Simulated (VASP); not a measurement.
A run of VASP 6.6.1 is set up as follows.

The input POSCAR:

```
H14C2O3
1.0
    7.8035490000      0.0000000000      0.0000000000
    0.0000000000      7.8035490000      0.0000000000
    0.0000000000      0.0000000000      7.8035490000
C H O
4 28 6
Direct
    0.6785246046      0.6982592151      0.1667062000
    0.8412198091      0.3195340992      0.4347765357
    0.1200863863      0.7368442231      0.8880446576
    0.3471881832      0.3641932664      0.1704993459
    0.7895125667      0.7349989088      0.2374304307
    0.5648455594      0.6705795017      0.2541792202
    0.7273869876      0.5693306981      0.1071948161
    0.6450526549      0.7881157663      0.0586399855
    0.9763634469      0.3093592415      0.4753990780
    0.7621788496      0.2540126294      0.5322321933
    0.8415914349      0.2515009517      0.3097052380
    0.7947794010      0.4609441166      0.4307655401
    0.1235463505      0.6023669487      0.8599548744
    0.2481178756      0.7850274279      0.9329216745
    0.0268083150      0.7500305310      1.0008523045
    0.0751196667      0.7902430035      0.7752241961
    0.3443689532      0.4971712230      0.1050419495
    0.4083526611      0.3842097999      0.3020036140
    0.4351866055      0.2890095263      0.0880496810
    0.2277681604      0.3060402389      0.1685386995
    0.5125488416      1.0136669866      0.6278937955
    0.5997014948      0.8611338251      0.7334355176
    0.6462316056      0.0967508502      0.9108163478
    0.8330824859      0.1325422574      0.9510288203
    0.8956822082      1.0268661093      0.5248253070
    1.0194079642      0.8876730318      0.4181046342
    0.3126013561      0.9154040040      0.3318490087
    0.2055987603      0.8330953006      0.2007804398
    0.5143813411      0.1290822932      0.2868566597
    0.6105939746     -0.0340357958      0.3151002191
    0.7989185433      0.7457888712      0.6214608251
    0.7839894387      0.6462059763      0.7720589696
    0.5313095362      0.9687258964      0.7439179276
    0.7214666045      0.1356177811      0.9964312392
    0.9162369583      0.9063568384      0.5008618514
    0.2049452115      0.8561617285      0.3204952003
    0.5172902740      0.0262444690      0.3695754329
    0.7208899438      0.6814335375      0.6780760908
```

Contents of INCAR.step1:

```
PREC = Accurate
ENCUT = 520
ISMEAR = -1
SIGMA = 0.02
LREAL = Auto
LASPH = True
NELM = 100
NBANDS = 65
GGA = PE
ALGO = Normal
EDIFF = 1E-4
LWAVE = True
LCHARG = False
```

Contents of INCAR.step2:

```
PREC = Accurate
ENCUT = 520
EDIFF = 1E-6
ISMEAR = -1
SIGMA = 0.02
LREAL = Auto
LASPH = True
NELM = 100
ALGO = Normal
ISIF = 2
LWAVE = False
LCHARG = True
METAGGA = R2SCAN
LMIXTAU = True
IVDW = 12
LELF = True
LVHAR = True
VDW_S6 = 1.0
VDW_S8 = 0.78981345
VDW_A1 = 0.49484001
VDW_A2 = 5.73083694
NBANDS = 65
ISTART = 1
```

The input KPOINTS:

```
Automatic mesh
0
Gamma
  1 1 1
```

Potentials or basis: VASP PAW PBE potentials, release 64 (C, H, O).

Launch:

```sh
$ cat potpaw_PBE.64/C/POTCAR potpaw_PBE.64/H/POTCAR potpaw_PBE.64/O/POTCAR > POTCAR
$ cp INCAR.step1 INCAR
$ mpirun -np 1 vasp_gam > vasp.out
$ cp INCAR.step2 INCAR
$ mpirun -np 1 vasp_gam > vasp.out
```

**Question.** Estimate the largest force.

**Answer.** 4.827 eV/Å.

**Question.** Estimate the band gap on the k mesh.

**Answer.** 5.53 eV, direct.

**Question.** What does it give for the pressure?

**Answer.** -1.0 GPa.

Forces in eV/Å, atoms in the order of the input:
```
C   -0.767 -2.158 -1.359
C    0.033  0.950  0.029
C    0.231 -0.513  3.402
C    3.101  2.449 -0.380
H    0.389  0.844  0.599
H    1.223  0.307 -0.941
H   -1.149  1.570  0.652
H    0.284 -0.589  1.028
H   -0.313  0.489  0.155
H    0.082  0.086 -0.462
H   -0.616  0.526  0.474
H    0.812 -2.013 -0.178
H    0.465 -0.788  0.171
H   -0.826 -0.334 -0.787
H    0.708  0.091 -1.349
H   -0.562  1.570 -1.476
H   -0.192 -1.621  0.890
H   -0.917 -0.350 -1.248
H   -0.179  0.195  0.385
H   -1.835 -0.690  0.361
H    0.251 -0.497  0.500
H   -0.555  0.559 -0.326
H   -1.106 -0.820 -1.656
H    1.032 -0.095 -0.527
H    0.407 -0.458 -0.417
H   -1.279  0.833  1.469
H    0.754  0.537  0.765
H   -0.445 -0.396 -0.799
H   -0.212 -1.518  1.689
H    0.343 -0.549  0.260
H    2.823  2.727 -2.809
H    0.888 -1.062  2.122
O    0.228  0.028 -0.145
O    0.001  0.804  2.184
O    1.002 -0.347 -0.950
O   -0.356 -0.207 -0.013
O   -0.141  2.098 -2.029
O   -3.611 -1.657  0.716
```

Caveat: the PAW data sets were made with another functional, which shifts forces and pressure a little. r2SCAN opens gaps a little over a GGA but as a rule still falls short of measured ones.
